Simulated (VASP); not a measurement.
Calculation: PBE GGA, VASP's PBE PAW potentials (set 64) (plane waves; VASP 6.6.1).

A VASP calculation is set up with these files.

### INCAR
```
SYSTEM = NaBr
PREC = Accurate
ENCUT = 400
EDIFF = 1E-6
NELM = 100
ALGO = Normal
LREAL = .FALSE.
LASPH = .TRUE.
ISMEAR = 0
SIGMA = 0.05
GGA = PE
LMAXMIX = 4
LWAVE = .FALSE.
LCHARG = .FALSE.
IBRION = 2
ISIF = 3
NSW = 60
EDIFFG = -0.01
```

### POSCAR
```
NaBr
1
    0.0000000000     2.9850000000     2.9850000000
    2.9850000000     0.0000000000     2.9850000000
    2.9850000000     2.9850000000     0.0000000000
Na Br
1 1
Direct
  0.0000000000   0.0000000000   0.0000000000
  0.5000000000   0.5000000000   0.5000000000
```

KPOINTS:
```
Automatic mesh
0
gamma
 7 7 7
```

POTCAR, in this order: Na_pv Br (PBE.64 set). Program: vasp_std.

Output of the run:

**OUTCAR**
```
 ion  position               nearest neighbor table
   1  0.000  0.000  0.000-
   2  0.500  0.500  0.500-
  LATTYP: Found a face centered cubic cell.
 ALAT       =     5.9700000000
 Subroutine PRICEL returns:
 Original cell was already a primitive cell.
 Subroutine GETGRP returns: Found 48 space group operations
The static configuration has the point symmetry O_h .
The dynamic configuration has the point symmetry O_h .
 Subroutine INISYM returns: Found 48 space group operations
 Subroutine IBZKPT returns following result:
 Found     20 irreducible k-points:

 Following reciprocal coordinates:
            Coordinates               Weight
  0.000000  0.000000  0.000000      1.000000
  0.142857  0.000000  0.000000      8.000000
  0.285714  0.000000  0.000000      8.000000
  0.428571  0.000000  0.000000      8.000000
  0.142857  0.142857  0.000000      6.000000
  0.285714  0.142857  0.000000     24.000000
  0.428571  0.142857  0.000000     24.000000
 -0.428571  0.142857  0.000000     24.000000
 -0.285714  0.142857  0.000000     24.000000
 -0.142857  0.142857  0.000000     12.000000
  0.285714  0.285714  0.000000      6.000000
  0.428571  0.285714  0.000000     24.000000
 -0.428571  0.285714  0.000000     24.000000
 -0.285714  0.285714  0.000000     12.000000
  0.428571  0.428571  0.000000      6.000000
 -0.428571  0.428571  0.000000     12.000000
  0.428571  0.285714  0.142857     24.000000
 -0.428571  0.285714  0.142857     48.000000
 -0.428571  0.428571  0.142857     24.000000
 -0.285714  0.428571  0.142857     24.000000
   k-points           NKPTS =     20   k-points in BZ     NKDIM =     20   number of bands    NBANDS=     11
   number of dos      NEDOS =    301   number of ions     NIONS =      2
   total plane-waves  NPLWV =  21952
   dimension x,y,z NGX =    28 NGY =   28 NGZ =   28
   dimension x,y,z NGXF=    56 NGYF=   56 NGZF=   56
   ions per type =               1   1
   PREC   = accura    normal or accurate (medium, high low for compatibility)
   ISTART =      0    job   : 0-new  1-cont  2-samecut
   ICHARG =      2    charge: 1-file 2-atom 10-const
   ISPIN  =      1    spin polarized calculation?
   LNONCOLLINEAR =      F non collinear calculations
   LSORBIT =      F    spin-orbit coupling
   INIWAV =      1    electr: 0-lowe 1-rand  2-diag
   ENCUT  =  400.0 eV  29.40 Ry    5.42 a.u.   6.88  6.88  6.88*2*pi/ulx,y,z
   NELM   =    100;   NELMIN=  2; NELMDL= -5     # of ELM steps
   EDIFF  = 0.1E-05   stopping-criterion for ELM
   LREAL  =      F    real-space projection
   NLSPLINE    = F    spline interpolate recip. space projectors
   LMAXMIX     =    4 max onsite mixed and CHGCAR
   VOSKOWN=      0    Vosko Wilk Nusair interpolation
   EDIFFG = -.1E-01   stopping-criterion for IOM
   NSW    =     60    number of steps for IOM
   NBLOCK =      1;   KBLOCK =     60    inner block; outer block
   IBRION =      2    ionic relax: 0-MD 1-quasi-New 2-CG
   NFREE  =      1    steps in history (QN), initial steepest desc. (CG)
   ISIF   =      3    stress and relaxation
   ISYM   =      2    0-nonsym 1-usesym 2-fastsym
   TEIN   =    0.0    initial temperature
   TEBEG  =    0.0;   TEEND  =   0.0 temperature during run
   SMASS  =  -3.00    Nose mass-parameter (am)
   PSTRESS=    0.0 pullay stress
   NELECT =      14.0000    total number of electrons
   EFERMI =   0.00;   METHOD = LEGACY
   ISMEAR =     0;   SIGMA  =   0.05  broadening in eV -4-tet -1-fermi 0-gaus
   IALGO  =     38    algorithm
   LDIAG  =      T    sub-space diagonalisation (order eigenvalues)
   IMIX   =      4    mixing-type and parameters
     AMIX     =   0.40;   BMIX     =  1.00
     AMIX_MAG =   1.60;   BMIX_MAG =  1.00
...
```

**OSZICAR**
```
       N       E                     dE             d eps       ncg     rms          rms(c)
DAV:   1     0.825225476853E+02    0.82523E+02   -0.62732E+03   440   0.101E+03
DAV:   2     0.626962756442E+00   -0.81896E+02   -0.77161E+02   492   0.248E+02
DAV:   3    -0.611214956790E+01   -0.67391E+01   -0.67033E+01   542   0.725E+01
DAV:   4    -0.623750670514E+01   -0.12536E+00   -0.12529E+00   479   0.111E+01
DAV:   5    -0.623939722809E+01   -0.18905E-02   -0.18903E-02   537   0.132E+00    0.167E+00
DAV:   6    -0.612365554602E+01    0.11574E+00   -0.18985E-01   500   0.284E+00    0.103E+00
DAV:   7    -0.611228476612E+01    0.11371E-01   -0.87512E-02   503   0.188E+00    0.568E-01
DAV:   8    -0.611606442254E+01   -0.37797E-02   -0.63563E-03   461   0.804E-01    0.108E-01
DAV:   9    -0.611604408800E+01    0.20335E-04   -0.10176E-04   530   0.106E-01    0.564E-02
DAV:  10    -0.611610486353E+01   -0.60776E-04   -0.10734E-04   461   0.100E-01    0.117E-02
DAV:  11    -0.611610487147E+01   -0.79413E-08   -0.74505E-06   503   0.309E-02
   1 F= -.61161049E+01 E0= -.61161049E+01  d E =-.611610E+01
       N       E                     dE             d eps       ncg     rms          rms(c)
DAV:   1    -0.613188358241E+01   -0.15779E-01   -0.32457E-01   494   0.871E+00    0.701E-01
DAV:   2    -0.612057670129E+01    0.11307E-01   -0.16040E-02   494   0.144E+00    0.323E-01
DAV:   3    -0.611801711545E+01    0.25596E-02   -0.64116E-03   494   0.894E-01    0.106E-01
DAV:   4    -0.611781290631E+01    0.20421E-03   -0.15212E-04   446   0.126E-01    0.101E-02
DAV:   5    -0.611781098472E+01    0.19216E-05   -0.10884E-05   485   0.305E-02    0.599E-03
DAV:   6    -0.611781117962E+01   -0.19489E-06   -0.50743E-07   268   0.110E-02
   2 F= -.61178112E+01 E0= -.61178112E+01  d E =-.170631E-02
       N       E                     dE             d eps       ncg     rms          rms(c)
DAV:   1    -0.612784652340E+01   -0.10036E-01   -0.21996E-01   494   0.713E+00    0.578E-01
DAV:   2    -0.612016107728E+01    0.76854E-02   -0.10969E-02   494   0.119E+00    0.266E-01
DAV:   3    -0.611843049018E+01    0.17306E-02   -0.43334E-03   494   0.733E-01    0.874E-02
DAV:   4    -0.611828804231E+01    0.14245E-03   -0.10277E-04   440   0.103E-01    0.817E-03
DAV:   5    -0.611828701281E+01    0.10295E-05   -0.75949E-06   479   0.249E-02    0.500E-03
DAV:   6    -0.611828710494E+01   -0.92129E-07   -0.34803E-07   235   0.929E-03
   3 F= -.61182871E+01 E0= -.61182871E+01  d E =-.218223E-02
```

File OUTCAR:
```
------------------------ aborting loop because EDIFF is reached ----------------------------------------
  FORCE on cell =-STRESS in cart. coord.  units (eV):
  Direction    XX          YY          ZZ          XY          YZ          ZX
  --------------------------------------------------------------------------------------
  Total        0.0071254      0.0071254      0.0071254      0.0000000      0.0000000      0.0000000
  in kB        0.2095058      0.2095058      0.2095058      0.0000000      0.0000000      0.0000000
  external PRESSURE =       0.2095058 kB  Pullay stress =       0.0000000 kB
  volume of cell :       54.49
      direct lattice vectors                 reciprocal lattice vectors
     0.000000000  3.009066917  3.009066917    -0.166164467  0.166164467  0.166164467
     3.009066917  0.000000000  3.009066917     0.166164467 -0.166164467  0.166164467
     3.009066917  3.009066917  0.000000000     0.166164467  0.166164467 -0.166164467
 POSITION                                       TOTAL-FORCE (eV/Angst)
 -----------------------------------------------------------------------------------
      0.00000      0.00000      0.00000         0.000000      0.000000     -0.000000
      3.00907      3.00907      3.00907        -0.000000     -0.000000      0.000000
 -----------------------------------------------------------------------------------
    total drift:                                0.000000      0.000000      0.000000
  FREE ENERGIE OF THE ION-ELECTRON SYSTEM (eV)
  ---------------------------------------------------
  free  energy   TOTEN  =        -6.1182871049 eV

  energy  without entropy=       -6.1182871049  energy(sigma->0) =       -6.11828710

 reached required accuracy - stopping structural energy minimisation
```
(Selected blocks of OUTCAR.)

File CONTCAR:
```
NaBr
   1.00000000000000
     0.0000000000000000    3.0090669174873730    3.0090669174873730
     3.0090669174873730    0.0000000000000000    3.0090669174873730
     3.0090669174873730    3.0090669174873730    0.0000000000000000
  Na              Br
     1     1
Direct
     0.0000000000000000    0.0000000000000000    0.0000000000000000
     0.5000000000000000    0.5000000000000000    0.5000000000000000
```

Energy and stress use the plane-wave basis of the starting cell.

The compound is NaBr in the rock salt structure. This run relaxes it. Symmetry was kept, so distortions that lower it aren't found.
